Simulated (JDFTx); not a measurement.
Runs of JDFTx 1.7.0 (patched build) on SnO. Symmetry: P4/nmm, No. 129, tetragonal system. Conventional cell: a = 3.814 Å, b = 3.814 Å, c = 4.887 Å, α = 90.00°, β = 90.00°, γ = 90.00°. Sn (site symmetry 4mm) has 4 O at 2.23 Å as nearest neighbours. O (site symmetry -4m2) is surrounded by 4 Sn at 2.23 Å. The cell is a database's computed one.

| task | level | potentials or basis | k mesh | cutoff (eV) | max SCF steps | SCF threshold on the energy | solver of the electrons | further solve for the empty bands | band ratio of the Davidson solver | mesh quality | gap on the mesh (eV) | pressure (GPa) | largest force (eV/Å) |
| --- | --- | --- | --- | --- | --- | --- | --- | --- | --- | --- | --- | --- | --- |
| single point | LDA | PseudoDojo-SR-LDA-0.4.1-standard with smoothed tails | 6 × 6 × 5 | 1143 | 100 | 1e-09 Ha | scf | yes | - | not flagged | 0.23 | -3.0 | 0.19 |
| single point | r2SCAN | SG15-PBE-1.2 with smoothed tails | 3 × 3 × 2 | 1361 | 100 | 1e-09 Ha | scf | yes | - | coarse | 1.57 | -0.7 | (c) |
| single point | BLYP | PseudoDojo-SR-PBE-0.5-standard with smoothed tails | 6 × 6 × 5 | 1143 | 100 | 1e-09 Ha | scf | yes | - | not flagged | (d) | (a) | 0.66 |
| single point | PBEsol | PseudoDojo-SR-PBEsol-0.4.1-standard with smoothed tails | 7 × 7 × 6 | 1143 | 100 | 1e-09 Ha | scf | yes | - | not flagged | 0.35 | 0.0 | (b) |

Alike in all rows: no spin polarisation; cell as given; smearing fermi-dirac 0.05 eV.

**Question.** Estimate the missing entries.

**Answer.** (a) 9.0; (b) 0.16; (c) 0.18; (d) 0.36.

Caveats: some runs use coarse meshes; spin-orbit coupling is left out, which moves the levels of the heavy elements; an odd mesh through Γ misses points on the zone boundary, where band edges often lie; the potentials were made for another functional, which shifts forces and pressure (some runs); meta-GGA forces are noisy on this grid (some runs); the cores' own exchange energy is taken off the total, which shifts forces and pressure where cores overlap (some runs); forces may be off by hundredths of an eV/Å (some runs).

A k mesh can miss the band edges, and the runs leave out spin-orbit coupling on Sn.

Not every run made on this cell is shown here.
